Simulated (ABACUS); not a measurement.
Runs of ABACUS 3.10.1 on Ti. Symmetry: P6_3/mmc, No. 194, hexagonal system. Conventional cell: a = 2.950 Å, b = 2.950 Å, c = 4.680 Å, α = 90.00°, β = 90.00°, γ = 120.00°. Around Ti (site symmetry -6m2) lie 12 Ti at 2.89 to 2.95 Å. 

```csv
task,level,potentials or basis,k mesh,cutoff (eV),orbital files,radial cutoff of the potentials (pseudo_rcut),SCF threshold on the density,eigensolver,symmetry key,gap on the mesh (eV),pressure (GPa),V0 of scaled cells (Å³/atom),B0 (GPa)
equation of state,PBE,"PseudoDojo NC SR 0.4.1 PBE standard, DZP LCAO (the cutoffs set its grid)",10 × 10 × 6,1361,Ti Ti_confined-atom_7au_3s2p2d1f.orb,10 bohr,1e-07,genelpa,1,-,-,(b),113
equation of state,PBEsol,"PseudoDojo NC SR 0.4.1 PBEsol standard, plane waves",10 × 10 × 6,1143,-,7 bohr,1e-08,dav,1,-,-,16.74,118
single point,PBEsol,"PseudoDojo NC SR 0.4.1 PBEsol standard, plane waves",10 × 10 × 6,1143,-,7 bohr,1e-08,dav,1,none,(a),-,-
single point,PBE,"PseudoDojo NC SR 0.4.1 PBE standard, DZP LCAO (the cutoffs set its grid)",10 × 10 × 6,1361,Ti Ti_confined-atom_7au_3s2p2d1f.orb,10 bohr,1e-07,genelpa,1,none,-1.0,-,-
```

Alike in all rows: no spin polarisation; cell as given; smearing fermi-dirac 0.05 eV.

Problem. Estimate the missing entries.

Solution. (a) -5.6; (b) 17.48.

Caveats: the atomic orbitals were generated for these runs and aren't a published set (some runs); the cell was scaled at fixed shape and fractional positions, which overstates the stiffness of a crystal with free parameters, most of all of layers and chains (some runs); the basis of atomic orbitals isn't converged, which shifts pressures, moduli and gaps (some runs).

A k mesh can miss the band edges.

A gap of «none» marks a metal or a gap under the smearing width.

Not every run made on this cell is shown here.
